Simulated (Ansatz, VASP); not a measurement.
# Ti3Al: VASP beside Ansatz

```
Ti Al
1.0
     5.74770    0.00000    0.00000
    -2.87385    4.97765    0.00000
     0.00000    0.00000    4.63055
Ti Al
6 2
Cartesian
  2.8738 3.2843 1.1576
  -1.4074 4.1310 3.4729
  1.4074 4.1310 3.4729
  1.4665 0.8467 1.1576
  4.2812 0.8467 1.1576
  0.0000 1.6934 3.4729
  0.0000 3.3184 1.1576
  2.8738 1.6592 3.4729
```

The cell comes from a database or a generator and needn't be the stable form of this composition.

Alike in both runs: task single point; functional PBE; k mesh 6 × 6 × 4; occupations gaussian, width 0.1 eV; no spin polarisation.

|  | VASP | Ansatz |
| --- | --- | --- |
| version | VASP 6.6.1 | Ansatz 0.2.0 |
| potentials or method | VASP PAW PBE potentials, release 64 (Ti_sv, Al) | scalar-relativistic, plane waves, PAW |
| plane-wave cutoff (eV) | 520 | 420 |
| valence electrons in the cell | 78 | 78 |

|  | VASP | Ansatz | Ansatz less VASP |
| --- | --- | --- | --- |
| gap on the k mesh at the Fermi level (eV) | none | none | - |
| pressure (GPa) | 1.0 | 1.0 | -0.02 |
| largest component of the traceless stress (GPa) | 0.43 | 0.40 | -0.027 |
| rms of the force components (eV/Å) | 0.033 | 0.029 | -0.0040 |

Atom by atom the forces differ by 0.004 eV/Å (rms over components). A gap of «none» marks a metal or a gap that the smearing closes. With one functional, cell and mesh, what is left measures potentials, basis and numerics. Ansatz warned: «structure_snapped_to_symmetry».
